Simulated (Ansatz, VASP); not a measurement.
**Gd in VASP and in Ansatz**

```
CELL_PARAMETERS angstrom
0.00000 2.58582 2.58582
2.58582 0.00000 2.58582
2.58582 2.58582 0.00000
ATOMIC_POSITIONS crystal
Gd 0.00000 0.00000 0.00000
```

This isn't the form of Gd at room conditions, which is hcp.

Alike in both runs: task single point; functional LDA; k mesh 5 × 5 × 5; occupations fermi-dirac, width 0.5 eV; collinear spin.

|  | VASP | Ansatz |
| --- | --- | --- |
| version | VASP 6.6.1 | Ansatz 0.2.0 |
| potentials or method | VASP PAW PBE potentials, release 64 (Gd) | plane waves, PAW |
| plane-wave cutoff (eV) | 520 | 470 |
| valence electrons in the cell | 18 | 18 |

```tsv
	VASP	Ansatz	Ansatz less VASP
net moment per atom (μB)	7.03	7.11	+0.076
size of the moment on the site where the two differ most (μB)	6.59	6.92	+0.330
```

Site moments also hang on the region over which each program counts them. Ansatz warned: «stability_check_not_made».

Caveats: the k mesh is coarse (spacing up to 0.42 Å⁻¹), so the values aren't converged. The state reached can hang on the start; a lower one may exist.
